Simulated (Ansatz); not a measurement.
**C (bcc): energy against volume**

Level of theory: DFT, RPBE, plane waves (420 eV) with PAW, scalar-relativistic (Ansatz). The PAW files were generated under PBE, with cores re-solved for the functional.

The cell is scaled uniformly from the relaxed one, with fractional coordinates and shape fixed. Energies are extrapolated to zero smearing, pressures are those at the given smearing. Magnetic state: spin not included.

A Birch-Murnaghan fit gives V₀ = 6.80 Å³/atom, B₀ = 172 GPa, B₀′ = 4.8.

Question: What are the energy above the minimum and the pressure at 6.010 Å³/atom?

Answer: 63.1 meV/atom and 28.50 GPa as computed.

Question: What are the energy above the minimum and the pressure at 6.283 Å³/atom?

Answer: 25.0 meV/atom and 16.73 GPa as computed.

Question: What are the energy above the minimum and the pressure at 7.649 Å³/atom?

Answer: 44.9 meV/atom and -14.97 GPa as computed.
